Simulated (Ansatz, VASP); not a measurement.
# One calculation of SiO2, two programs

The input INCAR:

```
PREC = Accurate
ENCUT = 520
EDIFF = 1E-6
ISMEAR = -1
SIGMA = 0.02
LREAL = F
LASPH = T
NELM = 60
ALGO = Normal
ISIF = 2
LWAVE = F
LCHARG = T
GGA = PE
LELF = T
LVHAR = T
NBANDS = 15
```

The input KPOINTS:

```
regular mesh
0
Gamma
  10 10 10
```

POSCAR

```
SiO2
1.0
    0.0000000000      2.1987346242      2.1987346242
    2.1987346242      0.0000000000      2.1987346242
    2.1987346242      2.1987346242      0.0000000000
Si O
1 2
Direct
    0.0000000000      0.0000000000      0.0000000000
    0.2500000000      0.2500000000      0.2500000000
    0.7500000000      0.7500000000      0.7500000000
```

Input for Ansatz:

```yaml
crystal:
  lattice:
    - [0.0, 2.1987346242, 2.1987346242]
    - [2.1987346242, 0.0, 2.1987346242]
    - [2.1987346242, 2.1987346242, 0.0]
  atoms:
    - { symbol: Si, position: [0.0, 0.0, 0.0] }
    - { symbol: O, position: [0.25, 0.25, 0.25] }
    - { symbol: O, position: [0.75, 0.75, 0.75] }
kpoints:
  mp_grid: { grid: [10, 10, 10] }
  band_path:
    path:
      - [0.0, 0.0, 0.0]
      - [0.5, 0.0, 0.5]
      - [0.625, 0.25, 0.625]
      - [0.375, 0.375, 0.75]
      - [0.5, 0.5, 0.5]
      - [0.5, 0.25, 0.75]
    npoints: 1
hamiltonian:
  xc: pbe
scf:
  occupations: { method: fermi_dirac, width: 0.02 }
  n_extra_bands: 4
output:
  forces: true
  stress: true
  eigenvalues: true
```

Change from the starting cell: hydrostatic strain -2.9%.

Alike in both runs: task single point; functional PBE; k mesh 10 × 10 × 10; occupations fermi-dirac, width 0.02 eV; no spin polarisation.

```csv
,VASP,Ansatz
version,VASP 6.6.1,Ansatz 0.2.0
potentials or method,"VASP PAW PBE potentials, release 64 (Si, O)","plane waves, PAW"
plane-wave cutoff (eV),520,420
valence electrons in the cell,16,16
```

```tsv
	VASP	Ansatz	Ansatz less VASP
gap on the k mesh at the Fermi level (eV)	2.12	2.16	+0.033
pressure (GPa)	43.1	42.7	-0.37
```

Caveats: so large a pressure means that the cell lies far from this level's equilibrium, or that cutoff or potentials fall short (VASP). A k mesh can miss the band edges.
